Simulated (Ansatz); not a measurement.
## TiSi in Ansatz: convergence with ecutfock ratio

Crystal: TiSi.

```
CELL_PARAMETERS angstrom
1.81618 -2.11762 0.00000
1.81618 2.11762 0.00000
0.00000 0.00000 3.80393
ATOMIC_POSITIONS crystal
Ti 0.50000 0.50000 0.00000
Si 0.00000 0.00000 0.50000
```

The cell comes from a database or a generator and needn't be the stable form of this composition.

| Quantity | Value |
| --- | --- |
| Program | Ansatz 0.2.0 |
| Task | convergence study |
| Functional | HSE06 |
| Potentials or basis | JTH PAW |
| Cutoff | 1230 eV |
| Density cutoff | 7380 eV |
| k mesh | 5 × 5 × 4 |
| Occupations | fermi-dirac, width 0.1 eV |
| Spin | no spin polarisation |

These are the settings of the first run; the series varies ecutfock ratio, with any setting tied to it.

Hardware: 2 threads of Arm Neoverse V1 (shared host).

```
ecutfock ratio  energy less the tightest run, at zero smearing (meV/atom)  SCF cycles  CPU time (s)  peak memory (GiB)
             1                                                       0.00          22            80                2.5
             2                                                       0.00          22           130                2.7
             3                                                       0.00          22           140                  3
             4                                                       0.00          22           140                  3
```

Against the tightest run, the energy stays within 1 meV/atom from 1 on. The tightest run that finished is the yardstick and may itself not be fully converged.

Caveat, for the tightest run too: the k mesh is coarse (spacing up to 0.46 Å⁻¹), so the values aren't converged, least of all with exact exchange.
